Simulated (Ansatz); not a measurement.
Runs of Ansatz 0.2.0 on TaN. It takes space group Fm-3m (No. 225, cubic). Conventional cell: a = 4.423 Å, b = 4.423 Å, c = 4.423 Å, α = 90.00°, β = 90.00°, γ = 90.00°. Ta (site symmetry m-3m) has 6 N at 2.21 Å as nearest neighbours. N (site symmetry m-3m) has 6 Ta at 2.21 Å as nearest neighbours. The cell comes from a database or a generator and needn't be the stable form of this composition.

```tsv
task	potentials or basis	k mesh	cutoff (eV)	smearing	basis error allowed	mesh quality	gap on the mesh (eV)	pressure (GPa)
phonons	all-electron LAPW, scalar-relativistic	10 × 10 × 10	380	fermi-dirac 0.05 eV	0.001 eV/atom	not flagged	none	-
elastic constants	all-electron LAPW, scalar-relativistic	8 × 8 × 8	380	fermi-dirac 0.05 eV	0.001 eV/atom	coarse	none	-10.4
single point	all-electron LAPW, scalar-relativistic	6 × 6 × 6	355	fermi-dirac 0.03 eV	0.001 eV/atom	coarse	none	-10.1
density of states	all-electron PAW datasets made for the crystal	10 × 10 × 10	480	fermi-dirac 0.05 eV	-	not flagged	none	(a)
```

Alike in all rows: level PBEsol; no spin polarisation; cell as given.

Question: Fill in the values left out.

Answer: (a) -10.7.

Caveats: some runs use coarse meshes; a metal's response needs a denser mesh (some runs); the k mesh is thin for a metal, which can move the energy by tens of meV per atom (some runs); the cell is more than 3 GPa from zero pressure, which shifts response properties (some runs); elastic constants of metals need much finer meshes, so these are rough (some runs); the program warned that the printed levels may be off, so bands, gaps and densities of states are rough (some runs).

A k mesh can miss the band edges, and the runs leave out spin-orbit coupling on Ta.

A gap of «none» marks a metal or a gap under the smearing width.

The runs don't all hold the same shells in valence.
